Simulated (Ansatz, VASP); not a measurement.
## One calculation of HfN, two programs

```
CELL_PARAMETERS angstrom
2.78685 0.00000 0.00000
0.00000 2.78685 0.00000
0.00000 0.00000 2.78685
ATOMIC_POSITIONS crystal
Hf 0.50000 0.50000 0.50000
N 0.00000 0.00000 0.00000
```

The cell was built by a generator and needn't be a form met in nature.

Alike in both runs: task single point; functional PBE; k mesh 9 × 9 × 9; occupations fermi-dirac, width 0.05 eV; no spin polarisation.

|  | VASP | Ansatz |
| --- | --- | --- |
| version | VASP 6.6.1 | Ansatz 0.2.0 |
| potentials or method | VASP PAW PBE potentials, release 64 (Hf_pv, N) | Ansatz PAW |
| plane-wave cutoff (eV) | 520 | 420 |
| valence electrons in the cell | 15 | 31 |

|  | VASP | Ansatz | Ansatz less VASP |
| --- | --- | --- | --- |
| gap on the k mesh at the Fermi level (eV) | none | none | - |
| pressure (GPa) | 7.6 | 10.6 | +2.95 |

A gap of «none» marks a metal or a gap that the smearing closes. With one functional, cell and mesh, what is left measures potentials, basis and numerics. The two sets of potentials don't hold the same shells in valence.

Caveats: the pressure holds a Pulay correction of +0.4 GPa for the finite cutoff (Ansatz). Spin-orbit coupling is left out, which matters for the levels of Hf.
